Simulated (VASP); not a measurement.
Write the native input for VASP 6.6.1 that does the following.

```yaml
Task: dielectric tensor
Functional: PBE
Potentials_or_basis: VASP PAW PBE potentials, release 64 (B, P)
Cutoff: 450 eV
k_mesh: 13 × 13 × 13
Occupations: gaussian, width 0.02 eV
Spin: no spin polarisation
Further_INCAR_settings: ALGO = Normal; EDIFF = 1e-08; IBRION = 8
```

The structure of BP lies in POSCAR:

```
BP                                      
1.0
    0.0000000000      2.2731283021      2.2731283021
    2.2731283021      0.0000000000      2.2731283021
    2.2731283021      2.2731283021      0.0000000000
  B               P             
     1     1
Direct
     0.0000000000000000    0.0000000000000000    0.0000000000000000
     0.7500000000000000    0.7500000000000000    0.7500000000000000
```

The cell is a database's computed one.

The input as run:

INCAR

```
PREC     = Accurate       # precision mode
ENCUT    = 450            # plane-wave cutoff, eV
EDIFF    = 1E-8           # SCF threshold, eV
ISMEAR   = 0              # smearing method
SIGMA    = 0.02           # smearing width, eV
LREAL    = False          # projectors in reciprocal space
LASPH    = True           # aspherical terms in the spheres
NELM     = 120            # most SCF steps
ALGO     = Normal         # electronic algorithm
ISIF     = 2              # what is computed and relaxed
LWAVE    = False          # write WAVECAR
LCHARG   = False          # write CHGCAR
GGA      = PE             # functional
LEPSILON = True           # dielectric tensor by DFPT
IBRION   = 8              # ionic algorithm
KPAR     = 2
```

KPOINTS

```
Automatic mesh
0
Gamma
  13 13 13
```

Potentials or basis: VASP PAW PBE potentials, release 64 (B, P).

Run with:

```bash
$ cat potpaw_PBE.64/B/POTCAR potpaw_PBE.64/P/POTCAR > POTCAR
$ mpirun -np 2 vasp_std > vasp.out
```

It gave:

| Item | Value |
| --- | --- |
| Band gap on the k mesh | 1.26 eV, indirect (least direct gap 3.39 eV) |
| Electronic dielectric tensor (diagonal) | 9.20 |
| Born charges (mean of the diagonal) | B -0.48; P +0.48 e |
| Highest phonon frequency at Γ, LO-TO splitting left out | 799 cm⁻¹ |

Caveat: an odd mesh through Γ misses points on the zone boundary, where band edges often lie.

It took 2.1 min on 2 MPI ranks on AMD EPYC 9R45 (Zen 5), on a shared host, peak memory 0.22 GiB a rank.
